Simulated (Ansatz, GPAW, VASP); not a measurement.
## CdSe: programs and potentials compared

```
Cd Se
1.0
     0.00000    3.07027    3.07027
     3.07027    0.00000    3.07027
     3.07027    3.07027    0.00000
Cd Se
1 1
Direct
  0.00000 0.00000 0.00000
  0.25000 0.25000 0.25000
```

The cell is a database's computed one, not the measured one.

Alike in all runs: task single point; functional PBE; k mesh 8 × 8 × 8; occupations gaussian, width 0.03 eV; no spin polarisation; no spin-orbit coupling. Pressure is positive in compression and, in plane waves, holds the error of the finite cutoff, which Ansatz's Pulay term estimates and takes out.

```json
{"program and potentials": "Ansatz, Ansatz PAW", "plane-wave cutoff (eV)": "420", "notes": "18 valence electrons an atom on average; Pulay term of +0.03 GPa included", "band gap (eV)": "0.55", "pressure (GPa)": "1.29"}
{"program and potentials": "VASP, PBE PAW files Cd, Se, 520 eV", "plane-wave cutoff (eV)": "520", "notes": "9 valence electrons an atom on average", "band gap (eV)": "0.55", "pressure (GPa)": "1.57"}
{"program and potentials": "GPAW, GPAW PAW data sets (gpaw-data 1.2.1)", "plane-wave cutoff (eV)": "600", "notes": "9 valence electrons an atom on average", "band gap (eV)": "0.54", "pressure (GPa)": "1.07"}
{"program and potentials": "Ansatz, all-electron LAPW, scalar-relativistic", "plane-wave cutoff (eV)": "-", "notes": "-", "band gap (eV)": "0.55", "pressure (GPa)": "1.30"}
```

The band gap spans 0.54 (GPAW, GPAW PAW data sets (gpaw-data 1.2.1)) to 0.55 eV (Ansatz, all-electron LAPW, scalar-relativistic), with all-electron results at 0.55. The pressure spans 1.07 (GPAW, GPAW PAW data sets (gpaw-data 1.2.1)) to 1.57 GPa (VASP, PBE PAW files Cd, Se, 520 eV), with all-electron results at 1.30. Spin-orbit coupling, left out here, moves the band edges of heavy atoms.

Differences between rows come from potentials, basis sets and numerical settings, since the functional is the same but for its coding. Runs on potential files found faulty are left out.

The gap is practically independent of program and potential, so its small size belongs to the functional. CdSe is known to have a considerably wider gap. PBE lacks the derivative discontinuity and places the Cd 4d shell too high, which strengthens its repulsion with the Se 4p states and raises the valence-band edge. Agreement with the all-electron result therefore validates the potentials, not the predicted optical gap.

Pressure is the more sensitive test. It is positive in every run, so PBE favours a larger cell than the one supplied, in line with its usual underbinding of semiconductors. Ansatz PAW nearly reproduces the LAPW value, while VASP lies above it and GPAW below. Since these two treat equally many valence electrons yet deviate in opposite directions, the size of the frozen core cannot by itself account for the scatter; details of data-set construction probably contribute. One volume without a bulk modulus does not show how far these pressure differences would shift the equilibrium lattice constant.
